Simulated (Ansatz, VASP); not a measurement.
# One calculation of Ir, two programs

Contents of INCAR:

```
  ALGO = Normal
  EDIFF = 1E-6
  EDIFFG = -0.05
  ENCUT = 600
  GGA = PS
  IBRION = 2
  ISIF = 3
  ISMEAR = 0
  LASPH = True
  LCHARG = False
  LREAL = False
  LWAVE = False
  NELM = 60
  NSW = 80
  PREC = Accurate
  SIGMA = 0.1
```

KPOINTS

```
k-points
0
Gamma
  6 6 8
```

Contents of POSCAR:

```
Ir
1.0
    4.2379744430      0.0000000000      0.0000000000
   -2.1189872215      3.6701935282      0.0000000000
    0.0000000000      0.0000000000      2.6371537197
Ir
3
Direct
    0.6666666667      0.3333333333      0.5000000000
    0.3333333333      0.6666666667      0.5000000000
    0.0000000000      0.0000000000      0.0000000000
```

Input for Ansatz:

```yaml
crystal:
  lattice:
    - [4.237974443, 0.0, 0.0]
    - [-2.1189872215, 3.6701935282, 0.0]
    - [0.0, 0.0, 2.6371537197]
  atoms:
    - { symbol: Ir, position: [0.6666666667, 0.3333333333, 0.5] }
    - { symbol: Ir, position: [0.3333333333, 0.6666666667, 0.5] }
    - { symbol: Ir, position: [0.0, 0.0, 0.0] }
basis:
  ecutwfc: 420
kpoints:
  mp_grid: { grid: [6, 6, 8] }
hamiltonian:
  xc: pbesol
scf:
  occupations: { method: gaussian, width: 0.1 }
output:
  forces: true
  stress: true
  eigenvalues: true
relax:
  adjacent_minimum: "off"
  f_tol: 0.05
  max_steps: 60
  cell: { stress_tol: 0.5 }
```

Alike in both runs: task relaxation of cell and atoms; functional PBEsol; k mesh 6 × 6 × 8; occupations gaussian, width 0.1 eV; no spin polarisation.

|  | VASP | Ansatz |
| --- | --- | --- |
| version | VASP 6.6.1 | Ansatz 0.2.0 |
| potentials or method | VASP PAW PBE potentials, release 64 (Ir) | scalar-relativistic, plane waves, PAW |
| plane-wave cutoff (eV) | 600 | 420 |
| valence electrons in the cell | 27 | 51 |

```csv
,VASP,Ansatz,Ansatz less VASP
"gap on the k mesh at the Fermi level, each at its own relaxed structure (eV)",none,none,-
relaxed volume (Å³/atom),14.50,14.49,-0.019
relaxed cell length with the largest relative difference (Å),4.337,4.334,-0.0027
energy change over the relaxation (meV/atom),-65,-60,+5.6
```

A gap of «none» marks a metal or a gap that the smearing closes. The two sets of potentials don't hold the same shells in valence.

Caveats: the PAW data sets were made with another functional, which shifts forces and pressure a little (VASP). Spin-orbit coupling is left out, which matters for the levels of Ir.
